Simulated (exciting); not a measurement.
# BeS (F-43m) in exciting: further runs

One crystal, BeS, is run at these levels: PBEsol, PBE; tasks: single point.

Everything below comes from runs of exciting (release sodium). Logs are shortened: lines on timing, memory, paths and dates and some standing lists are left out, and cuts for length are marked.

## (1) The crystal as given

Symmetry: F-43m, No. 216, cubic system. The conventional cell has a = 4.850 Å, b = 4.850 Å, c = 4.850 Å, α = 90.00°, β = 90.00°, γ = 90.00°. S (site symmetry -43m) is surrounded by 4 Be at 2.10 Å. Be (site symmetry -43m) has 4 S at 2.10 Å as nearest neighbours.

## (2) Single point, PBEsol

Contents of input.xml:

```xml
<input>
  <title>BeS</title>
  <structure speciespath="./" tshift="false">
    <crystal scale="1">
      <basevect>0.000000000000 4.582585852217 4.582585852217</basevect>
      <basevect>4.582585852217 0.000000000000 4.582585852217</basevect>
      <basevect>4.582585852217 4.582585852217 0.000000000000</basevect>
    </crystal>
    <species speciesfile="S.xml" rmt="1.9">
      <atom coord="0.750000000000 0.750000000000 0.750000000000"/>
    </species>
    <species speciesfile="Be.xml" rmt="1.45">
      <atom coord="0.000000000000 0.000000000000 0.000000000000"/>
    </species>
  </structure>
  <groundstate do="fromscratch" ngridk="6 6 6" rgkmax="6.5" gmaxvr="14" lmaxapw="10" lmaxmat="10" lmaxvr="8" xctype="GGA_PBE_SOL" stype="Gaussian" swidth="0.00099223" nempty="10" ValenceRelativity="iora*" epsengy="1e-06" epspot="1e-06" maxscl="80" tforce="true" outputlevel="normal"/>
</input>
```

Potentials or basis: all-electron LAPW+lo, shipped species files, valence relativity iora*.

Command:

```bash
OMP_NUM_THREADS=4 exciting_smp
```

INFO.OUT:

```text
================================================================================
EXCITING SODIUM started
All units are atomic (Hartree, Bohr, etc.)
================================================================================

********************************************************************************
* Ground-state run starting from atomic densities                              *
********************************************************************************

++++++++++++++++++++++++++++++++++++++++++++++++++++++++++++++++++++++++++++++++
+ Starting initialization                                                      +
++++++++++++++++++++++++++++++++++++++++++++++++++++++++++++++++++++++++++++++++

 Lattice vectors (cartesian) :
      0.0000000000      4.5825858522      4.5825858522
      4.5825858522      0.0000000000      4.5825858522
      4.5825858522      4.5825858522      0.0000000000

 Reciprocal lattice vectors (cartesian) :
     -0.6855502013      0.6855502013      0.6855502013
      0.6855502013     -0.6855502013      0.6855502013
      0.6855502013      0.6855502013     -0.6855502013

 Unit cell volume                           :     192.4694590059
 Brillouin zone volume                      :       1.2887770077

 Species :    1 (S)
     parameters loaded from                 :    S.xml
     name                                   :    sulphur
     nuclear charge                         :     -16.00000000
     electronic charge                      :      16.00000000
     atomic mass                            :   58452.74216000
     muffin-tin radius                      :       1.90000000
     # of radial points in muffin-tin       :     300
[... 78 lines left out ...]
++++++++++++++++++++++++++++++++++++++++++++++++++++++++++++++++++++++++++++++++
 Total energy                               :      -414.33334041
 _______________________________________________________________
 Fermi energy                               :         0.19785384
 Kinetic energy                             :       414.18872102
 Coulomb energy                             :      -800.65437646
 Exchange energy                            :       -26.99025124
 Correlation energy                         :        -0.87743373
[... 310 lines left out ...]
 RMS change in effective potential (target) :  0.556833E-01  ( 0.100000E-05)
 Absolute change in total energy   (target) :  0.353610E-01  ( 0.100000E-05)
 Charge distance                   (target) :  0.306765E-03  ( 0.100000E-04)
 Abs. change in max-nonIBS-force   (target) :   0.00000      ( 0.500000E-04)

++++++++++++++++++++++++++++++++++++++++++++++++++++++++++++++++++++++++++++++++
[... 5 further cycles ...]
+ SCF iteration number :   16                                                  +
++++++++++++++++++++++++++++++++++++++++++++++++++++++++++++++++++++++++++++++++
 Total energy                               :      -413.32818522
 _______________________________________________________________
 Fermi energy                               :         0.21300781
 Kinetic energy                             :       414.78292844
 Coulomb energy                             :      -800.28224324
 Exchange energy                            :       -26.95050414
 Correlation energy                         :        -0.87836628
[... 315 lines left out ...]
 RMS change in effective potential (target) :  0.198827E-06  ( 0.100000E-05)
 Absolute change in total energy   (target) :  0.279933E-06  ( 0.100000E-05)
 Charge distance                   (target) :  0.318360E-08  ( 0.100000E-04)
 Abs. change in max-nonIBS-force   (target) :   0.00000      ( 0.500000E-04)

++++++++++++++++++++++++++++++++++++++++++++++++++++++++++++++++++++++++++++++++
| Convergency criteria checked for the last 2 iterations                       +
| Convergence targets achieved. Performing final SCF iteration                 +
++++++++++++++++++++++++++++++++++++++++++++++++++++++++++++++++++++++++++++++++
 Total energy                               :      -413.32835749
 _______________________________________________________________
 Fermi energy                               :         0.21300647
 Kinetic energy                             :       414.78282158
 Coulomb energy                             :      -800.28230145
 Exchange energy                            :       -26.95051144
 Correlation energy                         :        -0.87836618
[... 14 lines left out ...]
 Estimated fundamental gap                  :         0.10772894
        valence-band maximum at    1      0.0000  0.0000  0.0000
     conduction-band minimum at   16      0.5000  0.5000  0.0000

++++++++++++++++++++++++++++++++++++++++++++++++++++++++++++++++++++++++++++++++
+ Self-consistent loop stopped                                                 +
++++++++++++++++++++++++++++++++++++++++++++++++++++++++++++++++++++++++++++++++
 STATE.OUT is written

--------------------------------------------------------------------------------
- Writing atomic positions and forces                                          -
--------------------------------------------------------------------------------

 Atomic positions (lattice) :
 atom     1   S  :     0.75000000    0.75000000    0.75000000
 atom     2  Be  :     0.00000000    0.00000000    0.00000000

 Total atomic forces including IBS (cartesian) :
 atom     1   S  :     0.00000000    0.00000000   -0.00000000
 atom     2  Be  :    -0.00000000   -0.00000000    0.00000000

 Atomic force components including IBS (cartesian) :
 atom     1   S  :    -0.00000000   -0.00000000   -0.00000000   HF force
                 :    -0.00000000    0.00000000    0.00000000   core correction
                 :     0.00000000   -0.00000000   -0.00000000   IBS correction
 atom     2  Be  :     0.00000000    0.00000000    0.00000000   HF force
                 :     0.00000000   -0.00000000   -0.00000000   core correction
                 :    -0.00000000    0.00000000    0.00000000   IBS correction

********************************************************************************
* Groundstate module stopped                                                   *
********************************************************************************

================================================================================
| EXCITING SODIUM stopped                                                      =
================================================================================
```

Run time: 57 s. Hardware: 4 threads of Intel Xeon Platinum 8375C at 2.90GHz (Ice Lake), shared host; peak memory 0.13 GiB.

Results:

| Property | Result |
| --- | --- |
| Free energy | -11247.2376 eV |
| Band gap on the k mesh | 2.93 eV, indirect (least direct gap 5.59 eV) |
| All electrons inside the program's atomic spheres | S 13.65; Be 2.40 (radii S 1.9, Be 1.45 bohr) |

A k mesh can miss the band edges. A hybrid or GW would open this gap; PBEsol tends to underestimate it.

## (3) Single point, PBE

input.xml: that of step 2 with these lines changed.

```diff
@@ -15,3 +15,3 @@
   </structure>
-  <groundstate do="fromscratch" ngridk="6 6 6" rgkmax="6.5" gmaxvr="14" lmaxapw="10" lmaxmat="10" lmaxvr="8" xctype="GGA_PBE_SOL" stype="Gaussian" swidth="0.00099223" nempty="10" ValenceRelativity="iora*" epsengy="1e-06" epspot="1e-06" maxscl="80" tforce="true" outputlevel="normal"/>
+  <groundstate do="fromscratch" ngridk="6 6 6" rgkmax="6" gmaxvr="14" lmaxapw="10" lmaxmat="10" lmaxvr="8" xctype="GGA_PBE" stype="Gaussian" swidth="0.00099223" nempty="10" ValenceRelativity="iora*" epsengy="1e-06" epspot="1e-06" maxscl="80" tforce="true" outputlevel="normal"/>
 </input>
```

Potentials or basis: all-electron LAPW+lo, shipped species files, valence relativity iora*.

Command:

```bash
OMP_NUM_THREADS=4 exciting_smp
```

INFO.OUT:

```text
================================================================================
EXCITING SODIUM started
[... 10 lines left out ...]

 Lattice vectors (cartesian) :
      0.0000000000      4.5825858522      4.5825858522
      4.5825858522      0.0000000000      4.5825858522
      4.5825858522      4.5825858522      0.0000000000

 Reciprocal lattice vectors (cartesian) :
     -0.6855502013      0.6855502013      0.6855502013
      0.6855502013     -0.6855502013      0.6855502013
      0.6855502013      0.6855502013     -0.6855502013

 Unit cell volume                           :     192.4694590059
 Brillouin zone volume                      :       1.2887770077

 Species :    1 (S)
     parameters loaded from                 :    S.xml
     name                                   :    sulphur
[... 703 lines left out ...]

--------------------------------------------------------------------------------
- Writing atomic positions and forces                                          -
--------------------------------------------------------------------------------

 Atomic positions (lattice) :
 atom     1   S  :     0.75000000    0.75000000    0.75000000
 atom     2  Be  :     0.00000000    0.00000000    0.00000000

 Total atomic forces including IBS (cartesian) :
 atom     1   S  :     0.00000000   -0.00000000    0.00000000
 atom     2  Be  :     0.00000000    0.00000000    0.00000000

 Atomic force components including IBS (cartesian) :
 atom     1   S  :    -0.00000000    0.00000000    0.00000000   HF force
                 :     0.00000000    0.00000000    0.00000000   core correction
                 :     0.00000000   -0.00000000   -0.00000000   IBS correction
 atom     2  Be  :     0.00000000   -0.00000000   -0.00000000   HF force
                 :    -0.00000000   -0.00000000   -0.00000000   core correction
                 :    -0.00000000    0.00000000    0.00000000   IBS correction

********************************************************************************
* Groundstate module stopped                                                   *
********************************************************************************

================================================================================
| EXCITING SODIUM stopped                                                      =
================================================================================
```

It took 36 s on 4 threads of Arm Neoverse V2, shared host; peak memory 0.13 GiB.

Results:

- Free energy: -11266.7358 eV
- Band gap on the k mesh: 3.12 eV, indirect (least direct gap 5.66 eV)
- All electrons inside the program's atomic spheres: S 13.66; Be 2.40 (radii S 1.9, Be 1.45 bohr)

A k mesh can miss the band edges. Expect the measured gap to be larger: semilocal functionals such as PBE lack the derivative discontinuity.
